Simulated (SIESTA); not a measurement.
NbSi2:

```
Nb Si
1.0
     4.81900    0.00000    0.00000
    -2.40950    4.17338    0.00000
     0.00000    0.00000    6.59200
Nb Si
3 6
Cartesian
  -1.2047 2.0867 1.0987
  1.2047 2.0867 5.4933
  2.4095 0.0000 3.2960
  1.1558 0.6673 1.0987
  -1.2537 3.5061 5.4933
  2.4095 2.8387 3.2960
  1.2537 3.5061 1.0987
  3.6632 0.6673 5.4933
  0.0000 1.3346 3.2960
```

Base run:

* Program: SIESTA 5.4.2
* Functional: PBE
* Potentials or basis: PseudoDojo 0.4 standard (PBE files)
* Basis: DZP (energy shift 0.003 Ry; two zetas on semicore shells)
* Grid cutoff: 800 Ry
* Energy shift: 0.003 Ry
* k mesh: 7 × 7 × 4
* Occupations: fermi-dirac, width 0.05 eV
* Spin: no spin polarisation

Its results: band gap on the k mesh none (metal or under the smearing width); pressure 1.0 GPa; largest force 0.062 eV/Å.

Q: The run is repeated on the same cell with these changes: functional from PBE to PBEsol; potentials or basis from PseudoDojo 0.4 standard (PBE files) to PseudoDojo 0.4 standard (PBEsol files). What comes out?

A: Band gap on the k mesh none (metal or under the smearing width); pressure -3.4 GPa; largest force 0.039 eV/Å.

Caveats: the basis of atomic orbitals isn't converged, which shifts pressures, moduli and gaps.
